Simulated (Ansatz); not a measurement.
The calculation used DFT PBE, scalar-relativistic, plane waves, PAW in Ansatz. All cells share a 420 eV cutoff and Γ-centred k meshes spaced at most about 0.3 Å⁻¹ (2π included). No spin polarisation.

These are static total energies at zero pressure.

Compare these two cells of AlGa3As4, each relaxed at this level.

A.

```yaml
crystal:
  lattice:
    - [-2.87020, 2.87020, 5.74085]
    - [2.87020, -2.87020, 5.74085]
    - [2.87020, 2.87020, -5.74085]
  atoms:
    - { symbol: Al, position: [0.50000, 0.50000, 0.00000] }
    - { symbol: Ga, position: [0.00000, 0.00000, 0.00000] }
    - { symbol: Ga, position: [0.25000, 0.75000, 0.50000] }
    - { symbol: Ga, position: [0.75000, 0.25000, 0.50000] }
    - { symbol: As, position: [0.87408, 0.87408, 0.49887] }
    - { symbol: As, position: [0.37521, 0.37521, 0.50113] }
    - { symbol: As, position: [0.12592, 0.62479, 0.00000] }
    - { symbol: As, position: [0.62479, 0.12592, 0.00000] }
```

B.

```yaml
crystal:
  lattice:
    - [5.74041, 0.00000, 0.00000]
    - [0.00000, 5.74041, 0.00000]
    - [0.00000, 0.00000, 5.74041]
  atoms:
    - { symbol: Al, position: [0.50000, 0.50000, 0.50000] }
    - { symbol: Ga, position: [0.50000, 0.00000, 0.00000] }
    - { symbol: Ga, position: [0.00000, 0.00000, 0.50000] }
    - { symbol: Ga, position: [0.00000, 0.50000, 0.00000] }
    - { symbol: As, position: [0.74932, 0.25068, 0.74932] }
    - { symbol: As, position: [0.74932, 0.74932, 0.25068] }
    - { symbol: As, position: [0.25068, 0.25068, 0.25068] }
    - { symbol: As, position: [0.25068, 0.74932, 0.74932] }
```

Problem. Which placement of the atoms is lower in energy, and by how much?

Solution. They are level within the accuracy (under 1 meV/atom apart). The two share one framework of sites and differ in which element sits where. A has Al and Ga ordered on zinc blende sites, space group I-42m (No. 121), 23.6 Å³/atom and a gap of 0.57 eV on its mesh; B has Al and Ga ordered on zinc blende sites, space group P-43m (No. 215), 23.6 Å³/atom and a gap of 0.54 eV. Counting As atoms around Al and Ga (those within 1.25 times the shortest such distance or 1.15 times the sum of covalent radii), A and B both have Al 4, Ga 4. Both come from invented guesses.

Kohn–Sham gaps at this level usually fall short of measured ones. Cells relaxed within their symmetry can be saddle points.
